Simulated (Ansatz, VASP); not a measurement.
Given: the input of a run of VASP 6.6.1 on Ca.

File INCAR:

```
PREC = Accurate
ENCUT = 520
EDIFF = 1E-7
ISMEAR = -1
SIGMA = 0.05
LREAL = False
LASPH = True
NELM = 100
ALGO = Normal
ISIF = 2
LWAVE = False
LCHARG = False
GGA = PE
NBANDS = 11
```

Contents of KPOINTS:

```
Automatic mesh
0
Gamma
  8 8 8
```

File POSCAR:

```
Ca
1.0
   -2.2249659900      2.2249659900      2.2249659900
    2.2249659900     -2.2249659900      2.2249659900
    2.2249659900      2.2249659900     -2.2249659900
Ca
1
Direct
    0.0000000000      0.0000000000      0.0000000000
```

Potentials or basis: VASP PAW PBE potentials, release 64 (Ca_sv).

Command:

```sh
$ cat potpaw_PBE.64/Ca_sv/POTCAR > POTCAR
$ mpirun -np 1 vasp_std > vasp.out
```

**Question.** Translate it to Ansatz 0.2.0. Potentials there: Ansatz PAW.

**Answer.** As run (the cutoff follows the program's own potentials):

The input input.yaml:

```yaml
crystal:
  lattice:
    - [-2.22496599, 2.22496599, 2.22496599]
    - [2.22496599, -2.22496599, 2.22496599]
    - [2.22496599, 2.22496599, -2.22496599]
  atoms:
    - { symbol: Ca, position: [0.0, 0.0, 0.0] }
hamiltonian:
  xc: pbe
  pseudopotentials: { kind: paw }
kpoints:
  mp_grid: { grid: [8, 8, 8] }
scf:
  occupations: { method: fermi_dirac, width: 0.05 }
output:
  forces: true
  stress: true
  eigenvalues: true
```

Potentials or basis: Ansatz PAW.

Launch:

```bash
$ ansatz run input.yaml --threads 1 --pin off --max-ram 3584MiB --backend cpu --events-out ev --progress --plain --runs-dir out
```

Both were run:

|  | VASP | Ansatz | Ansatz less VASP |
| --- | --- | --- | --- |
| gap on the k mesh at the Fermi level (eV) | none | none | - |
| pressure (GPa) | -0.7 | -0.7 | -0.01 |

A gap of «none» marks a metal or a gap that the smearing closes. With one functional, cell and mesh, what is left measures potentials, basis and numerics.
